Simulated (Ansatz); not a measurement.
## simple cubic against fcc along the 3d metals

Method: DFT, LDA (PW92), plane waves (420 eV) with PAW, scalar-relativistic (Ansatz 0.2.0). The PAW files were generated under PBE, with cores re-solved for the functional.

Each structure is relaxed within its symmetry, in the lowest magnetic state of the tried starts. Differences under about 8 meV lie within the error of the k-point mesh.

| element | E(simple cubic) − E(fcc) (meV/atom) | V(simple cubic) (Å³/atom) | V(fcc) (Å³/atom) | state of simple cubic | state of fcc |
| --- | --- | --- | --- | --- | --- |
| Sc | 695 | 23.26 | 22.48 | spin not included | spin not included |
| Ti | 743 | 16.70 | 16.06 | spin not included | spin not included |
| V | 568 | 13.49 | 12.98 | spin not included | spin not included |
| Mn | 850 | 11.57 | 10.08 | antiferromagnetic | non-magnetic |
| Fe | 961 | 11.85 | 9.60 | ferromagnetic | non-magnetic |
| Co | 857 | 11.47 | 10.07 | ferromagnetic | ferromagnetic |
| Cu | 538 | 12.60 | 10.88 | spin not included | spin not included |
| Zn | 263 | 16.05 | 13.56 | spin not included | spin not included |
